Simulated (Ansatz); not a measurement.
BaF2:
```
CELL_PARAMETERS angstrom
      0.00000     3.09757     3.09757
      3.09757     0.00000     3.09757
      3.09757     3.09757     0.00000
ATOMIC_POSITIONS crystal
  Ba 0.00000 0.00000 0.00000
  F  0.25000 0.25000 0.25000
  F  0.75000 0.75000 0.75000
```

Relaxed with r²SCAN. Special points in fractions of this cell's reciprocal vectors: Γ (0.000, 0.000, 0.000); X (0.500, 0.000, 0.500); U (0.625, 0.250, 0.625); K (0.375, 0.375, 0.750); L (0.500, 0.500, 0.500); W (0.500, 0.250, 0.750).

Problem. List the band energies nearest the valence-band maximum at these points for the program Ansatz at the r²SCAN with spin–orbit coupling level (PAW).

Solution. In eV from the valence-band maximum; about four levels below and three above (degenerate sets whole), none deeper than 8.9 eV; points with the same levels are listed once.

```tsv
k	below	above
Γ	-0.08 -0.08 -0.08 -0.08	7.40 7.40 9.98 9.98 9.98 9.98
X	-0.26 -0.26 -0.18 -0.18	7.74 7.74 9.91 9.91
U	-0.24 -0.24 -0.17 -0.17	8.01 8.01 10.26 10.26
L	-0.24 -0.24 -0.11 -0.11	9.90 9.90 9.91 9.91
W	-0.31 -0.31 -0.31 -0.31 -0.24 -0.24	8.01 8.01 10.50 10.50
```

Space group Fm-3m (fluorite). Symmetry was held in the r²SCAN relaxation.

Potentials: the earlier of the program's two PAW sets. The files were generated under PBE; for other functionals the program regenerates the frozen cores, and for LDA and PBEsol the local potential too.
